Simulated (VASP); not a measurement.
# TePb (Fm-3m) in VASP: a series of runs

Runs on TePb. Level: PBE. Tasks: single point.

Program: VASP 6.6.1. These are calculated values, not measurements. Logs are shortened: lines on timing, memory, paths and dates and some standing lists are left out, and cuts for length are marked.

### Step 1. The crystal as given

The structure is cubic, space group Fm-3m (No. 225). Conventional cell: a = 6.462 Å, b = 6.462 Å, c = 6.462 Å, α = 90.00°, β = 90.00°, γ = 90.00°. Around Pb (site symmetry m-3m) lie 6 Te at 3.23 Å. Around Te (site symmetry m-3m) lie 6 Pb at 3.23 Å.

### Step 2. Single point, PBE

Contents of INCAR:

```
SYSTEM = TePb
ADDGRID = .False.
ALGO = Normal
EDIFF = 1E-7
ENCUT = 900
GGA = PE
ISIF = 2
ISMEAR = 0
LASPH = .True.
LCHARG = .False.
LREAL = .False.
LWAVE = .False.
NELM = 100
PREC = Accurate
SIGMA = 0.05
```

Contents of KPOINTS:

```
k-points
0
Gamma
  9 9 9
  0 0 0
```

Contents of POSCAR:

```
TePb
1.0
    0.0000000000      3.2310000000      3.2310000000
    3.2310000000      0.0000000000      3.2310000000
    3.2310000000      3.2310000000      0.0000000000
Pb Te
1 1
Direct
    0.0000000000      0.0000000000      0.0000000000
    0.5000000000      0.5000000000      0.5000000000
```

Potentials or basis: VASP PAW PBE potentials, release 64 (Pb_d, Te).

Run with:

```bash
> cat potpaw_PBE.64/Pb_d/POTCAR potpaw_PBE.64/Te/POTCAR > POTCAR
> mpirun -np 1 vasp_std > vasp.out
```

OUTCAR:

```text
SYSTEM = TePb
   EDIFF = 1E-7
   ENCUT = 900
   GGA = PE
   ISIF = 2
   ISMEAR = 0
   LASPH = .True.
   LREAL = .False.
   NELM = 100
   PREC = Accurate

 Found     35 irreducible k-points:

 Following reciprocal coordinates:
            Coordinates               Weight
  0.000000  0.000000  0.000000      1.000000
  0.111111  0.000000  0.000000      8.000000
  0.222222  0.000000  0.000000      8.000000
  0.333333  0.000000  0.000000      8.000000
  0.444444  0.000000  0.000000      8.000000
  0.111111  0.111111  0.000000      6.000000
   k-points           NKPTS =     35   k-points in BZ     NKDIM =     35   number of bands    NBANDS=     14
   number of dos      NEDOS =    301   number of ions     NIONS =      2
   total plane-waves  NPLWV = 110592
   dimension x,y,z NGX =    48 NGY =   48 NGZ =   48
   dimension x,y,z NGXF=    96 NGYF=   96 NGZF=   96
   ions per type =               1   1
   NGX,Y,Z   is equivalent  to a cutoff of  17.46, 17.46, 17.46 a.u.
   NGXF,Y,Z  is equivalent  to a cutoff of  34.93, 34.93, 34.93 a.u.
 SYSTEM =  TePb
   PREC   = accura    normal or accurate (medium, high low for compatibility)
   ISTART =      0    job   : 0-new  1-cont  2-samecut
   ICHARG =      2    charge: 1-file 2-atom 10-const
   ISPIN  =      1    spin polarized calculation?
   LNONCOLLINEAR =      F non collinear calculations
   LSORBIT =      F    spin-orbit coupling
   LASPH  =      T    aspherical Exc in radial PAW
   ENCUT  =  900.0 eV  66.15 Ry    8.13 a.u.  11.18 11.18 11.18*2*pi/ulx,y,z
   NELM   =    100;   NELMIN=  2; NELMDL= -5     # of ELM steps
   EDIFF  = 0.1E-06   stopping-criterion for ELM
   LREAL  =      F    real-space projection
   EDIFFG = 0.1E-05   stopping-criterion for IOM
   NSW    =      0    number of steps for IOM
   IBRION =     -1    ionic relax: 0-MD 1-quasi-New 2-CG
   NFREE  =      0    steps in history (QN), initial steepest desc. (CG)
   ISIF   =      2    stress and relaxation
   ISYM   =      2    0-nonsym 1-usesym 2-fastsym
   POTIM  = 0.5000    time-step for ionic-motion
   TEBEG  =    0.0;   TEEND  =   0.0 temperature during run
   PSTRESS=    0.0 pullay stress
   NELECT =      20.0000    total number of electrons
   NUPDOWN=      -1.0000    fix difference up-down
   EMIN   =  10.00;   EMAX   =-10.00  energy-range for DOS
   EFERMI =   0.00;   METHOD = LEGACY
   ISMEAR =     0;   SIGMA  =   0.05  broadening in eV -4-tet -1-fermi 0-gaus
   EFERMI_NEDOS =   21; number of points for ismear=-14 and -15
   IALGO  =     38    algorithm
   IMIX   =      4    mixing-type and parameters
     AMIX     =   0.40;   BMIX     =  1.00
     AMIX_MAG =   1.60;   BMIX_MAG =  1.00
  volume/ion in A,a.u.               =      33.73       227.62
  Fermi-wavevector in a.u.,A,eV,Ry     =   1.091619  2.062861 16.213147  1.191633
  Thomas-Fermi vector in A             =   2.227868
   LORBIT       =      0    0 simple, 1 ext, 2 COOP (PROOUT), +10 PAW based schemes
   GGA     = PE    functional components
   LHFCALC =     F    Hartree Fock is set to
   AEXX    =    0.0000 exact exchange contribution
   IVDW    =     0    specifies the selected vdW correction
   LEPSILON=     F    determine dielectric tensor
   LRPA    =     F    only Hartree local field effects (RPA)
 non-spin polarized calculation
 Gauss-broadening in eV      SIGMA  =   0.05
  energy-cutoff  :      900.00
  volume of cell :       67.46
 maximum number of plane-waves:      4152
 NGX is ok and might be reduce to    48
   NGX = 23   NGY = 23   NGZ = 23

 number of electron      20.0000000 magnetization

 Free energy of the ion-electron system (eV)
  ---------------------------------------------------
  ext. energy  EPLUGINS =         0.00000000
  ---------------------------------------------------
  free energy    TOTEN  =        -7.50171125 eV

  energy without entropy =       -7.50171125  energy(sigma->0) =       -7.50171125

 E-fermi :   5.8028     XC(G=0):  -9.3002

 val. band max:        5.5580970180   @ k =   0.4444   0.0000   0.0000
 cond. band min:       6.4689552340   @ k =   0.4444   0.0000   0.0000
 fundamental gap:      0.9108582160
 Fermi energy:         5.8028496115

 k-point     1 :       0.0000    0.0000    0.0000
  band No.  band energies     occupation
      1     -11.0966      2.00000
      2     -11.0966      2.00000
      3     -11.0874      2.00000
      4     -11.0874      2.00000
      5     -11.0874      2.00000
      6      -6.3942      2.00000
      7       0.0300      2.00000
      8       4.2776      2.00000
      9       4.2776      2.00000
     10       4.2776      2.00000
     11       9.7029      0.00000
     12       9.7029      0.00000
     13       9.7029      0.00000
     14      11.4207      0.00000

 k-point     2 :       0.1111    0.0000    0.0000
  band No.  band energies     occupation
      1     -11.0980      2.00000
      2     -11.0980      2.00000
      3     -11.0870      2.00000
      4     -11.0857      2.00000
      5     -11.0857      2.00000
      6      -6.2882      2.00000
      7      -0.3217      2.00000
      8       4.3090      2.00000
      9       4.3090      2.00000
     10       4.4764      2.00000
     11       9.0575      0.00000
     12       9.2117      0.00000
     13       9.2117      0.00000
     14      11.2739      0.00000

 k-point     3 :       0.2222    0.0000    0.0000
  band No.  band energies     occupation
      1     -11.1023      2.00000
      2     -11.1023      2.00000
      3     -11.0863      2.00000
      4     -11.0806      2.00000
      5     -11.0806      2.00000
      6      -5.9798      2.00000
      7      -1.1487      2.00000
      8       4.4065      2.00000
      9       4.4065      2.00000
     10       4.8721      2.00000
     11       7.9972      0.00000
     12       8.3013      0.00000
     13       8.3013      0.00000
     14      11.4412      0.00000

 k-point     4 :       0.3333    0.0000    0.0000
  band No.  band energies     occupation
      1     -11.1075      2.00000
      2     -11.1075      2.00000
      3     -11.0855      2.00000
      4     -11.0746      2.00000
      5     -11.0746      2.00000
      6      -5.5122      2.00000
      7      -2.0978      2.00000
      8       4.5628      2.00000
      9       4.5628      2.00000
     10       5.2463      2.00000
     11       7.0870      0.00000
     12       7.4769      0.00000
     13       7.4769      0.00000
     14      12.2325      0.00000

 k-point     5 :       0.4444    0.0000    0.0000
  band No.  band energies     occupation
      1     -11.1110      2.00000
      2     -11.1110      2.00000
      3     -11.0851      2.00000
      4     -11.0706      2.00000
      5     -11.0706      2.00000
      6      -5.0470      2.00000
      7      -2.8379      2.00000
      8       4.7108      2.00000
      9       4.7108      2.00000
     10       5.5581      2.00000
     11       6.4690      0.00000
     12       6.9684      0.00000
     13       6.9684      0.00000
     14      13.5212      0.00000

 k-point     6 :       0.1111    0.1111    0.0000
  band No.  band energies     occupation
      1     -11.1015      2.00000
      2     -11.0953      2.00000
      3     -11.0885      2.00000
      4     -11.0845      2.00000
      5     -11.0845      2.00000
      6      -6.2529      2.00000
      7      -0.3831      2.00000
      8       4.0682      2.00000
      9       4.0682      2.00000
     10       4.9586      2.00000
     11       8.1043      0.00000
     12       9.7233      0.00000
     13       9.7233      0.00000
     14      10.7229      0.00000

 [... further k-points ...]

------------------------ aborting loop because EDIFF is reached ----------------------------------------

  FORCE on cell =-STRESS in cart. coord.  units (eV):
  Direction    XX          YY          ZZ          XY          YZ          ZX
  --------------------------------------------------------------------------------------
  -------------------------------------------------------------------------------------
  Total        0.8921950      0.8921950      0.8921950      0.0000000      0.0000000      0.0000000
  in kB       21.1899288     21.1899288     21.1899288      0.0000000      0.0000000      0.0000000
  external PRESSURE =      21.1899288 kB  Pullay stress =       0.0000000 kB

 VOLUME and BASIS-vectors are now :
 -----------------------------------------------------------------------------
  energy-cutoff  :      900.00
  volume of cell :       67.46
      direct lattice vectors                 reciprocal lattice vectors
     0.000000000  3.231000000  3.231000000    -0.154750851  0.154750851  0.154750851
     3.231000000  0.000000000  3.231000000     0.154750851 -0.154750851  0.154750851
     3.231000000  3.231000000  0.000000000     0.154750851  0.154750851 -0.154750851

 POSITION                                       TOTAL-FORCE (eV/Angst)
 -----------------------------------------------------------------------------------
      0.00000      0.00000      0.00000        -0.000000      0.000000     -0.000000
      3.23100      3.23100      3.23100         0.000000      0.000000      0.000000
 -----------------------------------------------------------------------------------
    total drift:                                0.000000     -0.000000     -0.000000

  FREE ENERGIE OF THE ION-ELECTRON SYSTEM (eV)
  ---------------------------------------------------
  free  energy   TOTEN  =        -7.5017112545 eV

  energy  without entropy=       -7.5017112545  energy(sigma->0) =       -7.50171125
```

It took 97 s on 1 thread of Intel Xeon Platinum 8488C (Sapphire Rapids), shared host; peak memory 0.34 GiB.

The run converged, but some of its settings lie outside the range that counts as converged, so its numbers aren't taken as properties of the crystal.

What came out:

```yaml
Free_energy: -7.5017 eV
Pressure: 2.1 GPa
```

Caveat: this odd mesh misses L, where the gap lies, so gap, dielectric constants and Born charges aren't listed.

### Step 3. Single point, PBE

INCAR is that of step 2.

KPOINTS is that of step 2.

Contents of POSCAR:

```
TePb
1.0
    0.0000000000      3.2310000000      3.2310000000
    3.2310000000      0.0000000000      3.2310000000
    3.2310000000      3.2310000000      0.0000000000
Pb Te
1 1
Direct
   -0.0068530000      0.0005720000     -0.0056850000
    0.5279490000      0.4690950000      0.5208160000
```

Potentials or basis: VASP PAW PBE potentials, release 64 (Pb_d, Te).

Run with:

```bash
> cat potpaw_PBE.64/Pb_d/POTCAR potpaw_PBE.64/Te/POTCAR > POTCAR
> mpirun -np 1 vasp_std > vasp.out
```

OUTCAR:

```text
SYSTEM = TePb
   EDIFF = 1E-7
   ENCUT = 900
   GGA = PE
   ISIF = 2
   ISMEAR = 0
   LASPH = .True.
   LREAL = .False.
   NELM = 100
   PREC = Accurate

 Found    365 irreducible k-points:

 Following reciprocal coordinates:
            Coordinates               Weight
  0.000000  0.000000  0.000000      1.000000
  0.111111  0.000000  0.000000      2.000000
  0.000000  0.111111  0.000000      2.000000
  0.000000  0.000000  0.111111      2.000000
  0.111111  0.111111  0.111111      2.000000
  0.222222  0.000000  0.000000      2.000000
   k-points           NKPTS =    365   k-points in BZ     NKDIM =    365   number of bands    NBANDS=     14
   number of dos      NEDOS =    301   number of ions     NIONS =      2
   total plane-waves  NPLWV = 110592
   dimension x,y,z NGX =    48 NGY =   48 NGZ =   48
   dimension x,y,z NGXF=    96 NGYF=   96 NGZF=   96
   ions per type =               1   1
   NGX,Y,Z   is equivalent  to a cutoff of  17.46, 17.46, 17.46 a.u.
   NGXF,Y,Z  is equivalent  to a cutoff of  34.93, 34.93, 34.93 a.u.
 SYSTEM =  TePb
   PREC   = accura    normal or accurate (medium, high low for compatibility)
   ISTART =      0    job   : 0-new  1-cont  2-samecut
   ICHARG =      2    charge: 1-file 2-atom 10-const
   ISPIN  =      1    spin polarized calculation?
   LNONCOLLINEAR =      F non collinear calculations
   LSORBIT =      F    spin-orbit coupling
   LASPH  =      T    aspherical Exc in radial PAW
[... 72 lines left out ...]
     12       9.5015      0.00000
     13       9.7757      0.00000
     14      11.4249      0.00000
[... 71 lines left out ...]
      1     -11.0790      2.00000
      2     -11.0781      2.00000
      3     -11.0608      2.00000
      4     -11.0536      2.00000
      5     -11.0515      2.00000
      6      -6.0224      2.00000
      7      -1.1143      2.00000
      8       4.3239      2.00000
      9       4.4187      2.00000
     10       4.8692      2.00000
     11       7.9591      0.00000
     12       8.2548      0.00000
     13       8.4443      0.00000
     14      11.4258      0.00000

 [... further k-points ...]

------------------------ aborting loop because EDIFF is reached ----------------------------------------

  FORCE on cell =-STRESS in cart. coord.  units (eV):
  Direction    XX          YY          ZZ          XY          YZ          ZX
  --------------------------------------------------------------------------------------
  -------------------------------------------------------------------------------------
  Total        0.8831531      1.5336071      0.8808143     -0.0074943      0.0050119     -0.0004135
  in kB       20.9751807     36.4236804     20.9196337     -0.1779921      0.1190340     -0.0098218
  external PRESSURE =      26.1061649 kB  Pullay stress =       0.0000000 kB

 VOLUME and BASIS-vectors are now :
 -----------------------------------------------------------------------------
  energy-cutoff  :      900.00
  volume of cell :       67.46
      direct lattice vectors                 reciprocal lattice vectors
     0.000000000  3.231000000  3.231000000    -0.154750851  0.154750851  0.154750851
     3.231000000  0.000000000  3.231000000     0.154750851 -0.154750851  0.154750851
     3.231000000  3.231000000  0.000000000     0.154750851  0.154750851 -0.154750851

 POSITION                                       TOTAL-FORCE (eV/Angst)
 -----------------------------------------------------------------------------------
      3.21448      6.42149      3.21071        -0.015170      0.246232      0.010113
      3.19840      3.38856      3.22145         0.015170     -0.246232     -0.010113
 -----------------------------------------------------------------------------------
    total drift:                               -0.000003     -0.000134     -0.000018

  FREE ENERGIE OF THE ION-ELECTRON SYSTEM (eV)
  ---------------------------------------------------
  free  energy   TOTEN  =        -7.4827937421 eV

  energy  without entropy=       -7.4827937421  energy(sigma->0) =       -7.48279374
```

OSZICAR:

```text
N       E                     dE             d eps       ncg     rms          rms(c)
DAV:   1     0.177472828971E+03    0.17747E+03   -0.12583E+04 10226   0.209E+03
DAV:   2     0.664777610792E+01   -0.17083E+03   -0.16744E+03 10418   0.413E+02
DAV:   3    -0.720940095560E+01   -0.13857E+02   -0.13642E+02 13874   0.115E+02
DAV:   4    -0.758207257626E+01   -0.37267E+00   -0.37245E+00 11580   0.210E+01
DAV:   5    -0.759633440380E+01   -0.14262E-01   -0.14262E-01 14904   0.398E+00    0.347E+00
DAV:   6    -0.748391147470E+01    0.11242E+00   -0.27074E-01 13646   0.429E+00    0.217E+00
DAV:   7    -0.748113071903E+01    0.27808E-02   -0.84164E-02 12722   0.168E+00    0.933E-01
DAV:   8    -0.748274061329E+01   -0.16099E-02   -0.94951E-03 11630   0.113E+00    0.152E-01
DAV:   9    -0.748274363220E+01   -0.30189E-05   -0.96741E-04 15990   0.373E-01    0.560E-02
DAV:  10    -0.748278559183E+01   -0.41960E-04   -0.11324E-04 10496   0.862E-02    0.217E-02
DAV:  11    -0.748279409422E+01   -0.85024E-05   -0.29964E-05 12060   0.491E-02    0.127E-02
DAV:  12    -0.748279402467E+01    0.69554E-07   -0.19432E-06 12620   0.121E-02    0.752E-03
DAV:  13    -0.748279364258E+01    0.38209E-06   -0.52993E-07 11222   0.567E-03    0.205E-03
DAV:  14    -0.748279374213E+01   -0.99552E-07   -0.82319E-08  6880   0.334E-03
   1 F= -.74827937E+01 E0= -.74827937E+01  d E =-.115479E-15
```

stdout:

```text
POSCAR found type information on POSCAR PbTe
 POSCAR found :  2 types and       2 ions
 scaLAPACK will be used
 LDA part: xc-table for (Slater+PW92), standard interpolation
 POSCAR, INCAR and KPOINTS ok, starting setup
 FFT: planning ... GRIDC
 FFT: planning ... GRID_SOFT
 FFT: planning ... GRID
 WAVECAR not read
 entering main loop
```

Run time: 12 min. Hardware: 1 thread of Intel Xeon Platinum 8488C (Sapphire Rapids), shared host; peak memory 1 GiB.

The run converged, but some of its settings lie outside the range that counts as converged, so its numbers aren't taken as properties of the crystal.

What came out:

```yaml
Free_energy: -7.4828 eV
Pressure: 2.6 GPa
Largest_force: 0.247 eV/Å
Band_gap_on_the_k_mesh: 1.04 eV, direct
```

Caveat: spin-orbit coupling is left out, which as a rule narrows the gap of such compounds by several tenths of an eV; an odd mesh through Γ misses points on the zone boundary, where band edges often lie.
